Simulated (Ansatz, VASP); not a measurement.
Two plane-wave programs on AsPt2

The input INCAR:

```
PREC = Accurate
ENCUT = 600
EDIFF = 1E-7
ISMEAR = 0
SIGMA = 0.1
LREAL = F
LASPH = T
NELM = 100
ALGO = Normal
ISIF = 3
LWAVE = F
LCHARG = F
GGA = PE
IBRION = 2
NSW = 90
EDIFFG = -0.04
```

File KPOINTS:

```
regular mesh
0
Gamma
  6 6 4
```

Contents of POSCAR:

```
AsPt2
1.0
    3.7171300067      0.0000000000      0.0000000000
   -1.8585650034      3.2191290150      0.0000000000
    0.0000000000      0.0000000000      4.0135124657
As Pt
1 2
Direct
    0.0000000000      0.0000000000      0.0000000000
    0.3333333333      0.6666666667      0.5000000000
    0.6666666667      0.3333333333      0.5000000000
```

Input for Ansatz:

```yaml
crystal:
  lattice:
    - [3.7171300067, 0.0, 0.0]
    - [-1.8585650034, 3.219129015, 0.0]
    - [0.0, 0.0, 4.0135124657]
  atoms:
    - { symbol: As, position: [0.0, 0.0, 0.0] }
    - { symbol: Pt, position: [0.3333333333, 0.6666666667, 0.5] }
    - { symbol: Pt, position: [0.6666666667, 0.3333333333, 0.5] }
basis:
  ecutwfc: 420
kpoints:
  mp_grid: { grid: [6, 6, 4] }
hamiltonian:
  xc: pbe
scf:
  occupations: { method: gaussian, width: 0.1 }
  lower_state_search: "off"
output:
  forces: true
  stress: true
  eigenvalues: true
relax:
  adjacent_minimum: "off"
  f_tol: 0.04
  max_steps: 70
  cell: { stress_tol: 0.4 }
```

Alike in both runs: task relaxation of cell and atoms; functional PBE; k mesh 6 × 6 × 4; occupations gaussian, width 0.1 eV; no spin polarisation.

|  | VASP | Ansatz |
| --- | --- | --- |
| version | VASP 6.6.1 | Ansatz 0.2.0 |
| potentials or method | VASP PAW PBE potentials, release 64 (As, Pt) | scalar-relativistic, plane waves, PAW |
| plane-wave cutoff (eV) | 600 | 420 |
| valence electrons in the cell | 25 | 51 |

Ansatz gave:

| Quantity | Value |
| --- | --- |
| gap on the k mesh at the Fermi level, each at its own relaxed structure (eV) | none |
| relaxed volume (Å³/atom) | 17.03 |
| relaxed cell length with the largest relative difference (Å) | 4.561 |
| energy change over the relaxation (meV/atom) | -1863 |

Task: What did VASP give for the same quantities?

Result: gap on the k mesh at the Fermi level, each at its own relaxed structure (eV): none; relaxed volume (Å³/atom): 17.00; relaxed cell length with the largest relative difference (Å): 4.555; energy change over the relaxation (meV/atom): -1803.

A gap of «none» marks a metal or a gap that the smearing closes. The two sets of potentials don't hold the same shells in valence.

Caveats: the k mesh is coarse (spacing up to 0.39 Å⁻¹), so the values aren't converged. Spin-orbit coupling is left out, which matters for the levels of Pt.
